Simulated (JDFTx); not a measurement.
# GaN: changing the functional

```yaml
crystal:
  lattice:
    - [0.00000, 2.25350, 2.25350]
    - [2.25350, 0.00000, 2.25350]
    - [2.25350, 2.25350, 0.00000]
  atoms:
    - { symbol: Ga, position: [0.00000, 0.00000, 0.00000] }
    - { symbol: N, position: [0.25000, 0.25000, 0.25000] }
```

Kept alike: task band structure; k mesh 6 × 6 × 6; occupations fermi-dirac, width 0.05 eV; no spin polarisation. Program: JDFTx, SG15-PBE-1.2 with smoothed tails, cutoff 1361 eV. The mesh is that of the run's cell of 2 atoms. No spin-orbit coupling.

| run | band gap (eV) |
| --- | --- |
| A | 1.653 |
| B | 1.540 |
| C | 1.868 |

The k mesh is coarse, so the values aren't converged. Gaps are the smaller of the mesh's and the band path's. All rows use potentials made for PBE.

Question: The runs differ in the functional alone: LDA; PBEsol; r2SCAN. Which run is which?

Answer: Run A is PBEsol; run B is LDA; run C is r2SCAN. The band gap runs from 1.540 (LDA) to 1.868 eV (r2SCAN). Measured: 3.299 eV (a printed reference work); nearest r2SCAN, 1.431 eV off. Semilocal gaps fall short of quasiparticle gaps.
